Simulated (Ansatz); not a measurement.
## Structure relaxation of In

Method: DFT PBE, scalar-relativistic, plane waves, PAW (Ansatz). Cutoff 420 eV, Γ-centred k mesh, Gaussian smearing, no spin polarisation in the final step.

The start puts In on the simple cubic structure type (Pm-3m, No. 221), at a guessed volume.

```xyz
1
Lattice="3.0233 0.0000 0.0000 0.0000 3.0233 0.0000 0.0000 0.0000 3.0233" Properties=species:S:1:pos:R:3 pbc="T T T"
In    0.0000    0.0000    0.0000
```

Cell and atoms relax at zero pressure; the relaxation can't lower the symmetry of the start.

Energies count from the standard state of In at the same level.

(1) Describe the relaxed structure.

(2) What are its volume, energy, density and gap?

Results:

(1) It keeps Pm-3m (No. 221). The result has the simple cubic structure. Conventional cell: a = 3.088 Å. In has 6 In at 3.09 Å.

```cif
data_structure
_symmetry_space_group_name_H-M 'Pm-3m'
_symmetry_Int_Tables_number 221
_cell_length_a 3.0878
_cell_length_b 3.0878
_cell_length_c 3.0878
_cell_angle_alpha 90.000
_cell_angle_beta 90.000
_cell_angle_gamma 90.000
_cell_volume 29.44
loop_
_atom_site_label
_atom_site_type_symbol
_atom_site_symmetry_multiplicity
_atom_site_Wyckoff_symbol
_atom_site_fract_x
_atom_site_fract_y
_atom_site_fract_z
_atom_site_occupancy
In1 In 1 a 0.00000 0.00000 0.00000 1
```

(2) The volume per atom is 29.44 Å³ and the density is 6.48 g/cm³. The energy over the standard structure is 0.09 eV/atom and the gap on the 14×14×14 mesh is 0 eV (a metal).

The final run used a 14×14×14 mesh on its 1-atom cell and 0.10 eV smearing. The k mesh leaves about 4 meV/atom of noise in metals. A structure relaxed within its symmetry needn't be a true minimum.